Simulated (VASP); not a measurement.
**ZnS (wurtzite): a PBE single-point calculation in VASP**

INCAR

```
SIGMA = 0.02
PREC = Accurate
NBANDS = 26
LWAVE = .FALSE.
ENCUT = 520
ISMEAR = -1
LCHARG = .FALSE.
GGA = PE
NELM = 120
LASPH = .TRUE.
ISIF = 2
IBRION = -1
EDIFF = 1E-7
NSW = 0
LREAL = .FALSE.
```

KPOINTS

```
KPOINTS created by Atomic Simulation Environment
0
Gamma
12 12 4
0 0 0
```

KPOINTS_OPT

```
special points
6
Reciprocal
0.0000000000 0.0000000000 0.0000000000 1
0.5000000000 0.0000000000 0.0000000000 1
0.3333333333 0.3333333333 0.0000000000 1
0.0000000000 0.0000000000 0.5000000000 1
0.5000000000 0.0000000000 0.5000000000 1
0.3333333333 0.3333333333 0.5000000000 1
```

POSCAR

```
Zn S
 1.0000000000000000
     3.8054508511593119   -0.0000000000000000   -0.0000000000000000
    -1.9027254255796560    3.2956171099570786   -0.0000000000000000
    -0.0000000000000000   -0.0000000000000000    6.2439931001936797
 Zn  S
   2   2
Cartesian
  0.0000000000000001  2.1970780733047186  0.0021112610100879
  1.9027254255796562  1.0985390366523593  3.1241078111069278
  0.0000000000000001  2.1970780733047186  2.3393861515625418
  1.9027254255796562  1.0985390366523593  5.4613827016593808
```

VASP ran with the recommended PBE PAW datasets (36 valence electrons in the cell).

Command

```
mpirun -np 1 vasp_std
```

OSZICAR

```
N       E                     dE             d eps       ncg     rms          rms(c)
DAV:   1     0.244207780375E+03    0.24421E+03   -0.17112E+04  2964   0.167E+03
DAV:   2     0.100208758549E+02   -0.23419E+03   -0.22374E+03  3054   0.349E+02
DAV:   3    -0.139488247080E+02   -0.23970E+02   -0.23750E+02  3578   0.111E+02
DAV:   4    -0.145212607355E+02   -0.57244E+00   -0.57131E+00  3424   0.173E+01
DAV:   5    -0.145300811395E+02   -0.88204E-02   -0.88182E-02  3566   0.211E+00    0.990E+00
DAV:   6    -0.136843012182E+02    0.84578E+00   -0.16332E+00  4420   0.371E+01    0.760E+00
DAV:   7    -0.136802471310E+02    0.40541E-02   -0.12480E+00  3140   0.654E+00    0.345E+00
DAV:   8    -0.136734354841E+02    0.68116E-02   -0.35111E-02  3642   0.176E+00    0.980E-01
DAV:   9    -0.136738817173E+02   -0.44623E-03   -0.93882E-03  3988   0.130E+00    0.231E-01
DAV:  10    -0.136740220511E+02   -0.14033E-03   -0.58676E-04  3456   0.332E-01    0.947E-02
DAV:  11    -0.136742373142E+02   -0.21526E-03   -0.33450E-04  3064   0.121E-01    0.552E-02
DAV:  12    -0.136742368057E+02    0.50856E-06   -0.14199E-05  3616   0.410E-02    0.103E-02
DAV:  13    -0.136742399791E+02   -0.31735E-05   -0.51340E-06  3064   0.174E-02    0.242E-03
DAV:  14    -0.136742400516E+02   -0.72434E-07   -0.59166E-07  3608   0.154E-02
   1 F= -.13674240E+02 E0= -.13674240E+02  d E =-.176227E-11
       N       E                     dE             ncg
DAV:   1     0.361588522778E+04   -0.41222E+04      312
DAV:   2     0.221485173360E+04   -0.14010E+04      320
DAV:   3     0.207015719173E+04   -0.14469E+03      354
DAV:   4     0.206641543374E+04   -0.37418E+01      376
DAV:   5     0.206636728342E+04   -0.48150E-01      356
DAV:   6     0.206636619918E+04   -0.10842E-02      352
DAV:   7     0.206636616725E+04   -0.31926E-04      380
DAV:   8     0.206636616623E+04   -0.10204E-05      352
DAV:   9     0.206636616620E+04   -0.29055E-07      268
```

From OUTCAR

```
k-points           NKPTS =     57   k-points in BZ     NKDIM =     57   number of bands    NBANDS=     26

   NELECT =      36.0000    total number of electrons

   dimension x,y,z NGX =    28 NGY =   28 NGZ =   48
   dimension x,y,z NGXF=    56 NGYF=   56 NGZF=   96

  energy-cutoff  :      520.00
  volume of cell :       78.31
      direct lattice vectors                 reciprocal lattice vectors
     3.805450851  0.000000000  0.000000000     0.262780953  0.151716654  0.000000000
    -1.902725426  3.295617110  0.000000000     0.000000000  0.303433308  0.000000000
     0.000000000  0.000000000  6.243993100     0.000000000  0.000000000  0.160153925

 k-points in reciprocal lattice and weights: KPOINTS created by Atomic Simulation Env
   0.00000000  0.00000000  0.00000000       0.002
   0.08333333  0.00000000  0.00000000       0.010
   0.16666667 -0.00000000  0.00000000       0.010
   0.25000000  0.00000000  0.00000000       0.010
   0.33333333 -0.00000000  0.00000000       0.010
   0.41666667  0.00000000  0.00000000       0.010
   0.50000000  0.00000000  0.00000000       0.005
   0.08333333  0.08333333  0.00000000       0.010
   ...

 E-fermi :   2.6268

 k-point     1 :       0.0000    0.0000    0.0000
  band No.  band energies     occupation
      1     -11.0228      2.00000
      2     -10.0788      2.00000
      3      -4.1785      2.00000
      4      -4.1644      2.00000
      5      -4.1644      2.00000
      6      -4.0813      2.00000
      7      -4.0813      2.00000
      8      -3.7157      2.00000
      9      -3.7157      2.00000
     10      -3.6372      2.00000
     11      -3.6372      2.00000
     12      -3.4840      2.00000
     13      -3.1676      2.00000
     14       1.2990      2.00000
     15       1.2990      2.00000
     16       2.1154      2.00000
     17       2.1975      2.00000
     18       2.1975      2.00000
     19       4.4159      0.00000
     20       5.3096      0.00000
     21       8.5074      0.00000
     22       8.5074      0.00000
     23       8.7645      0.00000
     24       9.8928      0.00000
     25       9.8928      0.00000
     26      11.4755      0.00000

 k-point     2 :       0.0833    0.0000    0.0000
  band No.  band energies     occupation
      1     -10.9751      2.00000
      2     -10.0518      2.00000
      3      -4.1744      2.00000
      4      -4.1623      2.00000
      5      -4.1548      2.00000
      6      -4.0767      2.00000
      7      -4.0675      2.00000
      8      -3.7221      2.00000
      9      -3.7163      2.00000
     10      -3.6704      2.00000
     11      -3.6349      2.00000
     12      -3.4570      2.00000
     13      -3.0988      2.00000
     14       0.9121      2.00000
     15       1.1854      2.00000
     16       1.7435      2.00000
     17       2.0560      2.00000
     18       2.1378      2.00000
     19       4.8321      0.00000
     20       5.6700      0.00000
     21       8.2702      0.00000
     22       8.6477      0.00000
     23       8.9122      0.00000
     24       9.7581      0.00000
     25      10.1085      0.00000
     26      11.1686      0.00000

 k-point     3 :       0.1667   -0.0000    0.0000
  band No.  band energies     occupation
      1     -10.8385      2.00000
      2      -9.9788      2.00000
      3      -4.1787      2.00000
      4      -4.1410      2.00000
      5      -4.1298      2.00000
      6      -4.0575      2.00000
      7      -4.0290      2.00000
      8      -3.7398      2.00000
      9      -3.7148      2.00000
     10      -3.7119      2.00000
     11      -3.6291      2.00000
     12      -3.4263      2.00000
     13      -2.9063      2.00000
     14       0.0759      2.00000
     15       0.8801      2.00000
     16       0.9016      2.00000
     17       1.8681      2.00000
     18       1.9706      2.00000
     19       5.5491      0.00000
     20       6.2568      0.00000
     21       7.9956      0.00000
     22       8.9679      0.00000
     23       9.0040      0.00000
     24       9.8071      0.00000
     25      10.4879      0.00000
     26      10.7042      0.00000

 k-point     4 :       0.2500    0.0000    0.0000
  band No.  band energies     occupation
      1     -10.6332      2.00000
      2      -9.8830      2.00000
      3      -4.1801      2.00000
      4      -4.1142      2.00000
      5      -4.1000      2.00000
      6      -4.0104      2.00000
      7      -3.9743      2.00000
      8      -3.7636      2.00000
      9      -3.7298      2.00000
     10      -3.7047      2.00000
     11      -3.6213      2.00000
     12      -3.3947      2.00000
     13      -2.6553      2.00000
     14      -0.7935      2.00000
     15      -0.0174      2.00000
     16       0.5564      2.00000
     17       1.5504      2.00000
     18       1.7429      2.00000
     19       6.1172      0.00000
     20       6.3059      0.00000
     21       8.0971      0.00000
     22       8.7517      0.00000
     23       9.2010      0.00000
     24      10.1661      0.00000
     25      10.7242      0.00000
     26      11.0636      0.00000

 k-point     5 :       0.3333   -0.0000    0.0000
  band No.  band energies     occupation
      1     -10.3959      2.00000
      2      -9.7998      2.00000
      3      -4.1697      2.00000
      4      -4.0809      2.00000
      5      -4.0764      2.00000
      6      -3.9308      2.00000
      7      -3.9179      2.00000
      8      -3.8003      2.00000
      9      -3.7207      2.00000
     10      -3.6836      2.00000
     11      -3.6122      2.00000
     12      -3.3409      2.00000
     13      -2.5205      2.00000
     14      -1.3880      2.00000
     15      -0.8013      2.00000
     16       0.2425      2.00000
     17       1.1301      2.00000
     18       1.5213      2.00000
     19       6.0789      0.00000
     20       6.3960      0.00000
     21       7.7935      0.00000
     22       8.9418      0.00000
     23       9.2136      0.00000
     24      10.7033      0.00000
     25      10.8687      0.00000
     26      11.9246      0.00000

 k-point     6 :       0.4167    0.0000    0.0000
  band No.  band energies     occupation
      1     -10.1847      2.00000
      2      -9.7625      2.00000
      3      -4.1586      2.00000
      4      -4.0635      2.00000
      5      -4.0161      2.00000
      6      -3.8767      2.00000
      7      -3.8553      2.00000
      8      -3.8336      2.00000
      9      -3.6768      2.00000
     10      -3.6598      2.00000
     11      -3.6038      2.00000
     12      -3.3332      2.00000
     13      -2.6369      2.00000
     14      -1.6913      2.00000
     15      -1.1515      2.00000
     16       0.0257      2.00000
     17       0.7061      2.00000
     18       1.3636      2.00000
     19       5.9149      0.00000
     20       6.4574      0.00000
     21       7.4408      0.00000
     22       9.1428      0.00000
     23       9.3521      0.00000
     24      10.6778      0.00000
     25      11.2046      0.00000
     26      13.1657      0.00000

 k-point     7 :       0.5000    0.0000    0.0000
  band No.  band energies     occupation
      1     -10.0900      2.00000
      2      -9.7629      2.00000
      3      -4.1554      2.00000
      4      -4.0597      2.00000
      5      -3.9409      2.00000
      6      -3.9167      2.00000
      7      -3.8619      2.00000
      8      -3.7954      2.00000
      9      -3.6490      2.00000
     10      -3.6002      2.00000
     11      -3.5264      2.00000
     12      -3.5059      2.00000
     13      -2.6423      2.00000
     14      -1.9364      2.00000
     15      -1.0921      2.00000
     16      -0.0517      2.00000
     17       0.5007      2.00000
     18       1.3068      2.00000
     19       5.8613      0.00000
     20       6.4569      0.00000
     21       7.3103      0.00000
     22       9.1080      0.00000
     23       9.6092      0.00000
     24      10.5634      0.00000
     25      11.2720      0.00000
     26      13.7334      0.00000

 k-point     8 :       0.0833    0.0833    0.0000
  band No.  band energies     occupation
      1     -10.8829      2.00000
      2     -10.0018      2.00000
      3      -4.1746      2.00000
      4      -4.1472      2.00000
      5      -4.1400      2.00000
      6      -4.0667      2.00000
      7      -4.0401      2.00000
      8      -3.7323      2.00000
      9      -3.7193      2.00000
     10      -3.7012      2.00000
     11      -3.6312      2.00000
     12      -3.4335      2.00000
     13      -2.9673      2.00000
     14       0.3622      2.00000
     15       0.8522      2.00000
     16       1.2306      2.00000
     17       1.9340      2.00000
     18       1.9850      2.00000
     19       5.3759      0.00000
     20       6.1849      0.00000
     21       7.9848      0.00000
     22       8.7950      0.00000
     23       9.1378      0.00000
     24       9.6251      0.00000
     25      10.4911      0.00000
     26      10.8400      0.00000

 ...

  Total        1.1830286      1.1830286      1.1898403      0.0000000     -0.0000000      0.0000000
  in kB       24.2047476     24.2047476     24.3441132      0.0000000     -0.0000000      0.0000000
  external PRESSURE =      24.2512028 kB  Pullay stress =       0.0000000 kB

 POSITION                                       TOTAL-FORCE (eV/Angst)
 -----------------------------------------------------------------------------------
      0.00000      2.19708      0.00211        -0.000000     -0.000000      0.003784
      1.90273      1.09854      3.12411        -0.000000      0.000000      0.003784
      0.00000      2.19708      2.33939         0.000000      0.000000     -0.003784
      1.90273      1.09854      5.46138         0.000000      0.000000     -0.003784
 -----------------------------------------------------------------------------------
    total drift:                               -0.000000     -0.000001      0.000009

  FREE ENERGIE OF THE ION-ELECTRON SYSTEM (eV)
  ---------------------------------------------------
  free  energy   TOTEN  =       -13.6742400516 eV

  energy  without entropy=      -13.6742400516  energy(sigma->0) =      -13.67424005
```

```yaml
gap_between_bands_v_and_c: 2.22 eV
least_direct_gap: 2.22 eV
pressure: 2.4 GPa
```

Band v is the last that the valence electrons fill when counted band by band, and c is the next.

The run took about 1.8 min on one core of a shared host (Intel Xeon Platinum 8488C) and held 0.27 GiB at most.
